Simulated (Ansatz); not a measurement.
Zn: changing the dispersion correction

The cell as given:

The structure is cubic, space group Fm-3m (No. 225). The conventional cell has a = 3.930 Å, b = 3.930 Å, c = 3.930 Å, α = 90.00°, β = 90.00°, γ = 90.00°. Around Zn (site symmetry m-3m) lie 12 Zn at 2.78 Å.

This isn't the form of Zn at room conditions, which is hcp.

Kept alike: task relaxation of cell and atoms; functional PBEsol; k mesh 12 × 12 × 12; occupations fermi-dirac, width 0.05 eV; no spin polarisation. Program: Ansatz, Ansatz PAW, cutoff 420 eV. The mesh is that of the run's cell of 1 atom. No spin-orbit coupling.

```csv
dispersion correction,volume (Å³/atom)
D3(BJ),13.411
D3(BJ)-ATM,13.565
D4,13.769
none,14.099
```

The relaxations keep at least the cell's symmetry (Fm-3m). For a metal such a mesh leaves the last digits unconverged. Relaxations stop with a little pressure left, so the last digits of a volume or edge aren't settled. All rows use potentials made for PBE.

Task: What does the dispersion correction change here?

Result: The volume runs from 13.411 (D3(BJ)) to 14.099 Å³/atom (none). Against no correction: D3(BJ) -4.9 %; D3(BJ)-ATM -3.8 %; D4 -2.3 %. Dispersion terms mostly attract and so lower the volume; the schemes' coefficients and damping set how far.
